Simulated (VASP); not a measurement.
# Te (P3_121) in VASP: further runs

The runs below take Te through single point, with r2SCAN, PBE.

All numbers are computed with VASP 6.6.1; they aren't measurements. Logs are shortened: lines on timing, memory, paths and dates and some standing lists are left out, and cuts for length are marked.

## (1) The crystal as given

The structure is trigonal, space group P3_121 (No. 152). Conventional cell: a = 4.314 Å, b = 4.314 Å, c = 5.969 Å, α = 90.00°, β = 90.00°, γ = 120.00°. Around Te (site symmetry 2) lie 6 Te at 2.91 to 3.35 Å.

## (2) Single point, r2SCAN

Input file INCAR:

```
PREC = Accurate
ENCUT = 450
EDIFF = 1E-6
ISMEAR = 1
SIGMA = 0.1
LREAL = False
LASPH = True
NELM = 120
ALGO = Normal
ISIF = 2
LWAVE = False
LCHARG = False
METAGGA = R2SCAN
LMIXTAU = True
KPAR = 4
```

Input file KPOINTS:

```
Automatic mesh
0
Gamma
  11 11 8
```

Input file POSCAR:

```
Te                                      
1.0
    4.3139246386      0.0000000000      0.0000000000
   -2.1569623193      3.7359683271      0.0000000000
    0.0000000000     -0.0000000000      5.9692437612
  Te            
     3
Direct
     0.2850848425126269    0.0000000000000000    0.3333333332999970
     0.0000000000000004    0.2850848425126277    0.6666666667000030
     0.7149151574873724    0.7149151574873722    0.0000000000000000
```

Potentials or basis: VASP PAW PBE potentials, release 64 (Te).

Launch:

```
> cat potpaw_PBE.64/Te/POTCAR > POTCAR
> mpirun -np 4 vasp_std > vasp.out
```

OUTCAR:

```text
PREC = Accurate
   ENCUT = 450
   EDIFF = 1E-6
   ISMEAR = 1
   LREAL = False
   LASPH = True
   NELM = 120
   ISIF = 2
   METAGGA = R2SCAN

 ion  position               nearest neighbor table
   1  0.285  0.000  0.333-   3 2.91   2 2.91   3 3.35   3 3.35   2 3.35   2 3.35
   2  0.000  0.285  0.667-   3 2.91   1 2.91   3 3.35   3 3.35   1 3.35   1 3.35
   3  0.715  0.715  0.000-   1 2.91   2 2.91   1 3.35   2 3.35   2 3.35   1 3.35

  LATTYP: Found a hexagonal cell.
 ALAT       =     4.3139246386
 C/A-ratio  =     1.3837153546

  Lattice vectors:

 A1 = (   4.3139246386,   0.0000000000,   0.0000000000)
 A2 = (  -2.1569623193,   3.7359683271,   0.0000000000)
 A3 = (   0.0000000000,   0.0000000000,   5.9692437612)

Analysis of symmetry for initial positions (statically):
=====================================================================
 Subroutine PRICEL returns:
 Original cell was already a primitive cell.

 Routine SETGRP: Setting up the symmetry group for a
 hexagonal supercell.

 Subroutine GETGRP returns: Found  6 space group operations
 (whereof  2 operations were pure point group operations)
 out of a pool of 24 trial point group operations.

The static configuration has the point symmetry C_2 .
 The point group associated with its full space group is D_3 .

Analysis of symmetry for dynamics (positions and initial velocities):
=====================================================================
 Subroutine PRICEL returns:
 Original cell was already a primitive cell.

 Routine SETGRP: Setting up the symmetry group for a
 hexagonal supercell.

 Subroutine GETGRP returns: Found  6 space group operations
 (whereof  2 operations were pure point group operations)
 out of a pool of 24 trial point group operations.

The dynamic configuration has the point symmetry C_2 .
 The point group associated with its full space group is D_3 .

 Subroutine INISYM returns: Found  6 space group operations
 (whereof  2 operations are pure point group operations),
 and found     1 'primitive' translations

----------------------------------------------------------------------------------------

                                     Primitive cell

  volume of cell :      96.2044

  direct lattice vectors                    reciprocal lattice vectors
     4.313924639  0.000000000  0.000000000     0.231807480  0.133834111  0.000000000
    -2.156962319  3.735968327  0.000000000     0.000000000  0.267668222  0.000000000
     0.000000000  0.000000000  5.969243761     0.000000000  0.000000000  0.167525409

  length of vectors
     4.313924639  4.313924639  5.969243761     0.267668222  0.267668222  0.167525409

  position of ions in fractional coordinates (direct lattice)
     0.285084843  0.000000000  0.333333333
     0.000000000  0.285084843  0.666666667
     0.714915157  0.714915157  0.000000000

  ion indices of the primitive-cell ions
   primitive index   ion index
                 1           1
                 2           2
                 3           3

----------------------------------------------------------------------------------------

 KPOINTS: Automatic mesh

Automatic generation of k-mesh.
 Grid dimensions read from file:
 generate k-points for:   11   11    8

 Generating k-lattice:

  Cartesian coordinates                     Fractional coordinates (reciprocal lattice)
     0.021073407  0.012166737  0.000000000     0.090909091  0.000000000  0.000000000
     0.000000000  0.024333475  0.000000000     0.000000000  0.090909091  0.000000000
     0.000000000  0.000000000  0.020940676     0.000000000  0.000000000  0.125000000

  Length of vectors
     0.024333475  0.024333475  0.020940676

  Shift w.r.t. Gamma in fractional coordinates (k-lattice)
     0.000000000  0.000000000  0.000000000

 Subroutine IBZKPT returns following result:
 ===========================================

 Found    110 irreducible k-points:

 Following reciprocal coordinates:
            Coordinates               Weight
  0.000000  0.000000  0.000000      1.000000
  0.090909 -0.000000  0.000000      6.000000
  0.181818  0.000000  0.000000      6.000000
  0.272727  0.000000  0.000000      6.000000
  0.363636 -0.000000  0.000000      6.000000
  0.454545  0.000000  0.000000      6.000000
[... 16 lines left out ...]
  0.000000  0.272727  0.125000      6.000000
  0.363636 -0.000000  0.125000      6.000000
 [... further k-points ...]
   k-points           NKPTS =    110   k-points in BZ     NKDIM =    110   number of bands    NBANDS=     13
   number of dos      NEDOS =    301   number of ions     NIONS =      3
   total plane-waves  NPLWV =  37800
   dimension x,y,z NGX =    30 NGY =   30 NGZ =   42
   dimension x,y,z NGXF=    60 NGYF=   60 NGZF=   84
   ions per type =               3
   NGX,Y,Z   is equivalent  to a cutoff of  11.56, 11.56, 11.70 a.u.
   NGXF,Y,Z  is equivalent  to a cutoff of  23.12, 23.12, 23.39 a.u.
 SYSTEM =  unknown system
   PREC   = accura    normal or accurate (medium, high low for compatibility)
   ISTART =      0    job   : 0-new  1-cont  2-samecut
   ICHARG =      2    charge: 1-file 2-atom 10-const
   ISPIN  =      1    spin polarized calculation?
   LNONCOLLINEAR =      F non collinear calculations
   LSORBIT =      F    spin-orbit coupling
   LASPH  =      T    aspherical Exc in radial PAW
   ENCUT  =  450.0 eV  33.07 Ry    5.75 a.u.   7.46  7.46 10.32*2*pi/ulx,y,z
   NELM   =    120;   NELMIN=  2; NELMDL= -5     # of ELM steps
   EDIFF  = 0.1E-05   stopping-criterion for ELM
   LREAL  =      F    real-space projection
   EDIFFG = 0.1E-04   stopping-criterion for IOM
   NSW    =      0    number of steps for IOM
   IBRION =     -1    ionic relax: 0-MD 1-quasi-New 2-CG
   NFREE  =      0    steps in history (QN), initial steepest desc. (CG)
   ISIF   =      2    stress and relaxation
   ISYM   =      2    0-nonsym 1-usesym 2-fastsym
   POTIM  = 0.5000    time-step for ionic-motion
   TEBEG  =    0.0;   TEEND  =   0.0 temperature during run
   PSTRESS=    0.0 pullay stress
   NELECT =      18.0000    total number of electrons
   NUPDOWN=      -1.0000    fix difference up-down
   EMIN   =  10.00;   EMAX   =-10.00  energy-range for DOS
   EFERMI =   0.00;   METHOD = LEGACY
   ISMEAR =     1;   SIGMA  =   0.10  broadening in eV -4-tet -1-fermi 0-gaus
   EFERMI_NEDOS =   21; number of points for ismear=-14 and -15
   IALGO  =     38    algorithm
   IMIX   =      4    mixing-type and parameters
     AMIX     =   0.40;   BMIX     =  1.00
     AMIX_MAG =   1.60;   BMIX_MAG =  1.00
  volume/ion in A,a.u.               =      32.07       216.41
  Fermi-wavevector in a.u.,A,eV,Ry     =   0.936341  1.769428 11.928693  0.876734
  Thomas-Fermi vector in A             =   2.063340
   LORBIT       =      0    0 simple, 1 ext, 2 COOP (PROOUT), +10 PAW based schemes
   METAGGA = R2SCAN    functional components
   LHFCALC =     F    Hartree Fock is set to
   AEXX    =    0.0000 exact exchange contribution
   IVDW    =     0    specifies the selected vdW correction
   LEPSILON=     F    determine dielectric tensor
   LRPA    =     F    only Hartree local field effects (RPA)
 non-spin polarized calculation
 Methfessel and Paxton  Order N= 1 SIGMA  =   0.10
  energy-cutoff  :      450.00
  volume of cell :       96.20
 maximum number of plane-waves:      2105
 NGX is ok and might be reduce to    30
   NGX = 15   NGY = 15   NGZ = 21

 number of electron      17.9999999 magnetization

 Free energy of the ion-electron system (eV)
  ---------------------------------------------------
  ext. energy  EPLUGINS =         0.00000000
  ---------------------------------------------------
  free energy    TOTEN  =       -76.14924034 eV

  energy without entropy =      -76.14928094  energy(sigma->0) =      -76.14925388

 E-fermi :   6.6336     XC(G=0):  -9.7994

 val. band max:        6.5491768156   @ k =   0.3636   0.2727   0.5000
 cond. band min:       6.8463009770   @ k =   0.0000   0.0000   0.5000
 fundamental gap:      0.2971241614
 Fermi energy:         6.6335828658

 k-point     1 :       0.0000    0.0000    0.0000
  band No.  band energies     occupation
      1      -7.9126      2.00000
      2      -4.3174      2.00000
      3      -4.3174      2.00000
      4       3.4520      2.00000
      5       3.8853      2.00000
      6       3.8853      2.00000
      7       4.7362      2.00000
      8       4.7362      2.00000
      9       5.3101      2.00000
     10       7.6368     -0.00000
     11       7.6368     -0.00000
     12       8.4162     -0.00000
     13      11.8294      0.00000

 k-point     2 :       0.0909   -0.0000    0.0000
  band No.  band energies     occupation
      1      -7.8422      2.00000
      2      -4.3221      2.00000
      3      -4.2927      2.00000
      4       2.8458      2.00000
      5       3.4190      2.00000
      6       3.5680      2.00000
      7       5.0640      2.00000
      8       5.2539      2.00000
      9       5.7598      2.00000
     10       7.3265     -0.00000
     11       7.5597     -0.00000
     12       8.2283     -0.00000
     13      11.6036      0.00000

 k-point     3 :       0.1818    0.0000    0.0000
  band No.  band energies     occupation
      1      -7.6351      2.00000
      2      -4.3692      2.00000
      3      -4.2208      2.00000
      4       1.9447      2.00000
      5       2.7775      2.00000
      6       3.1397      2.00000
      7       5.4523      2.00000
      8       5.5483      2.00000
      9       5.8027      2.00000
     10       7.4007     -0.00000
     11       7.4924     -0.00000
     12       8.0251     -0.00000
     13      10.8942      0.00000

 k-point     4 :       0.2727    0.0000    0.0000
  band No.  band energies     occupation
      1      -7.3060      2.00000
      2      -4.5332      2.00000
      3      -4.1150      2.00000
      4       1.3486      2.00000
      5       2.1947      2.00000
      6       2.7583      2.00000
      7       4.6053      2.00000
      8       5.6722      2.00000
      9       5.8040      2.00000
     10       7.2879     -0.00000
     11       7.6101     -0.00000
     12       8.8123      0.00000
     13      10.1876      0.00000

 k-point     5 :       0.3636   -0.0000    0.0000
  band No.  band energies     occupation
      1      -6.8930      2.00000
      2      -4.8511      2.00000
      3      -4.0058      2.00000
      4       1.1605      2.00000
      5       1.7806      2.00000
      6       2.4843      2.00000
      7       3.5123      2.00000
      8       5.7347      2.00000
      9       5.8007      2.00000
     10       7.2425     -0.00000
     11       7.4329     -0.00000
     12       9.6624      0.00000
     13       9.8579      0.00000
[... 257 lines left out ...]
 k-point    22 :       0.2727    0.0000    0.1250
  band No.  band energies     occupation
      1      -7.2580      2.00000
      2      -4.8149      2.00000
      3      -3.9329      2.00000
      4       1.6539      2.00000
      5       2.5591      2.00000
      6       2.8416      2.00000
      7       3.7852      2.00000
      8       5.1629      2.00000
      9       5.3631      2.00000
     10       7.6601     -0.00000
     11       8.2521     -0.00000
     12       9.3990      0.00000
     13      10.6681      0.00000

 k-point    23 :       0.0000    0.2727    0.1250
  band No.  band energies     occupation
      1      -7.2439      2.00000
      2      -5.0226      2.00000
      3      -3.6080      2.00000
      4       1.2210      2.00000
      5       1.9106      2.00000
      6       2.7905      2.00000
      7       5.5113      2.00000
      8       5.7093      2.00000
      9       5.8540      2.00000
     10       7.1650     -0.00000
     11       7.4637     -0.00000
     12       8.0513     -0.00000
     13       9.9714      0.00000

 k-point    24 :       0.3636   -0.0000    0.1250
  band No.  band energies     occupation
      1      -6.8597      2.00000
      2      -4.8122      2.00000
      3      -4.1753      2.00000
      4       1.5379      2.00000
      5       2.0924      2.00000
      6       2.6071      2.00000
      7       2.8417      2.00000
      8       5.2303      2.00000
      9       5.4084      2.00000
     10       7.5110     -0.00000
     11       8.1000     -0.00000
     12      10.0556      0.00000
     13      10.2556      0.00000

 [... further k-points ...]

------------------------ aborting loop because EDIFF is reached ----------------------------------------

  FORCE on cell =-STRESS in cart. coord.  units (eV):
  Direction    XX          YY          ZZ          XY          YZ          ZX
  --------------------------------------------------------------------------------------
  -------------------------------------------------------------------------------------
  Total        1.2000099      1.2000099      1.0304572     -0.0000000      0.0000000      0.0000000
  in kB       19.9848258     19.9848258     17.1611152     -0.0000000      0.0000000      0.0000000
  external PRESSURE =      19.0435889 kB  Pullay stress =       0.0000000 kB

 VOLUME and BASIS-vectors are now :
 -----------------------------------------------------------------------------
  energy-cutoff  :      450.00
  volume of cell :       96.20
      direct lattice vectors                 reciprocal lattice vectors
     4.313924639  0.000000000  0.000000000     0.231807480  0.133834111  0.000000000
    -2.156962319  3.735968327  0.000000000     0.000000000  0.267668222  0.000000000
     0.000000000  0.000000000  5.969243761     0.000000000  0.000000000  0.167525409

 POSITION                                       TOTAL-FORCE (eV/Angst)
 -----------------------------------------------------------------------------------
      1.22983      0.00000      1.98975        -0.172971      0.000000     -0.000000
     -0.61492      1.06507      3.97950         0.086486     -0.149797      0.000000
      1.54205      2.67090      0.00000         0.086486      0.149797      0.000000
 -----------------------------------------------------------------------------------
    total drift:                               -0.000001     -0.000002     -0.000000

  FREE ENERGIE OF THE ION-ELECTRON SYSTEM (eV)
  ---------------------------------------------------
  free  energy   TOTEN  =       -76.1492403431 eV

  energy  without entropy=      -76.1492809441  energy(sigma->0) =      -76.14925388
```

It took 78 s on 4 MPI ranks of Intel Xeon Platinum 8488C (Sapphire Rapids), shared host; peak memory 0.24 GiB.

Results:

- Free energy: -76.1492 eV
- Pressure: 1.9 GPa
- Largest force: 0.173 eV/Å
- Band gap on the k mesh: 0.30 eV, indirect (least direct gap 0.45 eV)

Forces on the atoms (eV/Å):
```
Te  -0.173  0.000  0.000
Te   0.086 -0.150  0.000
Te   0.086  0.150  0.000
```

Caveat: the PAW data sets were made with another functional, which shifts forces and pressure a little; spin-orbit coupling is left out, which moves the levels of the heavy elements; an odd mesh through Γ misses points on the zone boundary, where band edges often lie.

## (3) Single point, PBE

Input file INCAR:

```
PREC = Accurate
ENCUT = 300
EDIFF = 1E-6
ISMEAR = 1
SIGMA = 0.1
LREAL = False
LASPH = True
NELM = 120
ALGO = Normal
ISIF = 2
LWAVE = False
LCHARG = False
GGA = PE
KPAR = 4
```

KPOINTS is that of step 2.

POSCAR is that of step 2.

Potentials or basis: VASP PAW PBE potentials, release 64 (Te).

Launch:

```
> cat potpaw_PBE.64/Te/POTCAR > POTCAR
> mpirun -np 4 vasp_std > vasp.out
```

Run time: 7.4 s. Hardware: 4 MPI ranks of Intel Xeon Platinum 8488C (Sapphire Rapids), shared host; peak memory 0.17 GiB.

The run converged. Its results:

- Free energy: -9.3750 eV
- Pressure: 2.4 GPa
- Largest force: 0.009 eV/Å
- Band gap on the k mesh: 0.30 eV, indirect (least direct gap 0.39 eV)

Forces in eV/Å, atoms in the order of the input:
```
Te   0.009  0.000  0.000
Te  -0.004  0.007  0.000
Te  -0.004 -0.007  0.000
```

Levels at points of the mesh, in eV from the valence-band top:
```csv
k point,band 6,band 7,band 8,band 9,band 10,band 11,band 12,band 13
"(0.00, 0.00, 0.00)",-2.53,-1.72,-1.72,-1.10,1.04,1.04,1.75,4.91
"(0.00, 0.00, 0.50)",-2.61,-1.22,-0.79,-0.79,0.30,0.39,0.39,3.74
```

Caveat: spin-orbit coupling is left out, which moves the levels of the heavy elements; an odd mesh through Γ misses points on the zone boundary, where band edges often lie.

## (4) Single point, PBE

Changes to INCAR since step 3:

```diff
@@ -1,3 +1,3 @@
 PREC = Accurate
-ENCUT = 300
+ENCUT = 600
 EDIFF = 1E-6
```

KPOINTS is that of step 3.

POSCAR is that of step 3.

Launch:

```
> cat potpaw_PBE.64/Te/POTCAR > POTCAR
> mpirun -np 4 vasp_std > vasp.out
```

Run time: 26 s. Hardware: 4 MPI ranks of Intel Xeon Platinum 8488C (Sapphire Rapids), shared host; peak memory 0.32 GiB.

It converged, with:

```yaml
Free_energy: -9.3751 eV
Pressure: 2.4 GPa
Largest_force: 0.008 eV/Å
Band_gap_on_the_k_mesh: 0.30 eV, indirect (least direct gap 0.39 eV)
```

Forces on the atoms (eV/Å):
```
Te   0.008  0.000  0.000
Te  -0.004  0.007  0.000
Te  -0.004 -0.007  0.000
```

Levels at points of the mesh, in eV from the valence-band top:
```tsv
k point	band 7	band 8	band 9	band 10	band 11	band 12
(0.00, 0.00, 0.00)	-1.72	-1.72	-1.10	1.04	1.04	1.74
(0.00, 0.00, 0.50)	-1.22	-0.79	-0.79	0.30	0.39	0.39
```

Caveat: spin-orbit coupling is left out, which moves the levels of the heavy elements; an odd mesh through Γ misses points on the zone boundary, where band edges often lie.

## (5) Overview

```tsv
level	cutoff (eV)	gap on the mesh (eV)	pressure (GPa)	largest force (eV/Å)
r2SCAN	450	0.30	1.9	0.17
PBE	300	0.30	2.4	0.01
PBE	600	0.30	2.4	0.01
```

Alike in all rows: task single point; potentials or basis VASP PAW PBE potentials, release 64 (Te); no spin polarisation; cell as given; k mesh 11 × 11 × 8; smearing methfessel-paxton 0.1 eV.

On the cell as given the gap runs from 0.30 eV (PBE) to 0.30 eV (r2SCAN). The pressure there spans 1.9 GPa (r2SCAN) to 2.4 GPa (PBE); a positive pressure means that this level wants a larger cell, a negative one a smaller.

Caveats: spin-orbit coupling is left out, which moves the levels of the heavy elements; an odd mesh through Γ misses points on the zone boundary, where band edges often lie; the PAW data sets were made with another functional, which shifts forces and pressure a little (some runs).

Absolute energies hang on the potentials; compare differences alone.
